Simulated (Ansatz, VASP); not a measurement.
**ZnS in VASP and in Ansatz**

The input INCAR:

```
SYSTEM = ZnS
ALGO     = Normal         ! electronic algorithm
EDIFF    = 1E-6           ! SCF threshold, eV
ENCUT    = 520            ! plane-wave cutoff, eV
GGA      = PE             ! functional
ISIF     = 2              ! what is computed and relaxed
ISMEAR   = -1             ! smearing method
LASPH    = .TRUE.         ! aspherical terms in the spheres
LCHARG   = .TRUE.         ! write CHGCAR
LELF     = .TRUE.         ! ELF
LREAL    = .FALSE.        ! projectors in reciprocal space
LVHAR    = .TRUE.       
LWAVE    = .FALSE.        ! write WAVECAR
NBANDS   = 16             ! bands
NELM     = 80             ! most SCF steps
PREC     = Accurate       ! precision mode
SIGMA    = 0.01           ! smearing width, eV
```

KPOINTS

```
k-points
0
G
  8 8 8
  0 0 0
```

POSCAR

```
ZnS
1.0
    0.0000000000      2.6819207741      2.6819207741
    2.6819207741      0.0000000000      2.6819207741
    2.6819207741      2.6819207741      0.0000000000
Zn S
1 1
Direct
    0.0000000000      0.0000000000      0.0000000000
    0.7500000000      0.7500000000      0.7500000000
```

Input for Ansatz:

```yaml
crystal:
  lattice:
    - [0.0, 2.6819207741, 2.6819207741]
    - [2.6819207741, 0.0, 2.6819207741]
    - [2.6819207741, 2.6819207741, 0.0]
  atoms:
    - { symbol: Zn, position: [0.0, 0.0, 0.0] }
    - { symbol: S, position: [0.75, 0.75, 0.75] }
kpoints:
  mp_grid: { grid: [8, 8, 8] }
scf:
  occupations: { method: fermi_dirac, width: 0.01 }
hamiltonian:
  xc: pbe
  pseudopotentials: { kind: all_electron, lapw: { basis_error: 0.00025 } }
output:
  forces: true
  stress: true
  eigenvalues: true
```

Change from the starting cell: volume scaled by 0.975.

Alike in both runs: task single point; functional PBE; k mesh 8 × 8 × 8; occupations fermi-dirac, width 0.01 eV; no spin polarisation.

|  | VASP | Ansatz |
| --- | --- | --- |
| version | VASP 6.6.1 | Ansatz 0.2.0 |
| potentials or method | VASP PAW PBE potentials, release 64 (Zn, S) | all-electron LAPW, scalar-relativistic |
| plane-wave cutoff (eV) | 520 | see its input |

Ansatz gave:

* gap on the k mesh at the Fermi level (eV): 2.21
* pressure (GPa): 3.4

What did VASP give for the same quantities?

gap on the k mesh at the Fermi level (eV): 2.21; pressure (GPa): 3.6.

Ansatz ran all-electron here, so the differences hold the error of VASP's frozen core and of both bases.
